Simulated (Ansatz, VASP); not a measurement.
**Al in VASP and in Ansatz**

Contents of INCAR:

```
PREC     = Accurate       # precision mode
ENCUT    = 520            # plane-wave cutoff, eV
EDIFF    = 1E-6           # SCF threshold, eV
ISMEAR   = 0              # smearing method
SIGMA    = 0.15           # smearing width, eV
LREAL    = F              # projectors in reciprocal space
LASPH    = T              # aspherical terms in the spheres
NELM     = 80             # most SCF steps
ALGO     = Fast           # electronic algorithm
ISIF     = 2              # what is computed and relaxed
LWAVE    = F              # write WAVECAR
LCHARG   = F              # write CHGCAR
GGA      = PE             # functional
IVDW     = 12             # dispersion correction
NBANDS   = 10             # bands
```

The input KPOINTS:

```
regular mesh
0
Gamma
  18 18 10
```

POSCAR

```
Al
1.0
    2.7562062445      0.0000000000      0.0000000000
   -1.3781031222      2.4843709370      0.0000000000
    0.0000000000      0.0000000000      4.8668500000
Al
2
Direct
    0.6666666667      0.3333333333      0.7500000000
    0.3333333333      0.6666666667      0.2500000000
```

Input for Ansatz:

```yaml
crystal:
  lattice:
    - [2.7562062445, 0.0, 0.0]
    - [-1.3781031222, 2.484370937, 0.0]
    - [0.0, 0.0, 4.86685]
  atoms:
    - { symbol: Al, position: [0.6666666667, 0.3333333333, 0.75] }
    - { symbol: Al, position: [0.3333333333, 0.6666666667, 0.25] }
basis:
  ecutwfc: 420
kpoints:
  mp_grid: { grid: [18, 18, 10] }
hamiltonian:
  xc: pbe
  dispersion: d3bj
scf:
  occupations: { method: gaussian, width: 0.15 }
output:
  forces: true
  stress: true
  eigenvalues: true
```

Change from the starting cell: strain -0.0200 x Voigt [1, -1, 0, 0, 0, 0], atoms carried along.

Alike in both runs: task single point; functional PBE; dispersion D3(BJ); k mesh 18 × 18 × 10; occupations gaussian, width 0.15 eV; no spin polarisation.

|  | VASP | Ansatz |
| --- | --- | --- |
| version | VASP 6.6.1 | Ansatz 0.2.0 |
| potentials or method | VASP PAW PBE potentials, release 64 (Al) | scalar-relativistic, plane waves, PAW |
| plane-wave cutoff (eV) | 520 | 420 |
| valence electrons in the cell | 6 | 6 |

```csv
,VASP,Ansatz,Ansatz less VASP
gap on the k mesh at the Fermi level (eV),none,none,-
pressure (GPa),-3.1,-3.1,+0.02
largest component of the traceless stress (GPa),2.10,2.11,+0.008
```

A gap of «none» marks a metal or a gap that the smearing closes.

Caveats: pairwise dispersion overbinds metals, which lowers pressure and volume.
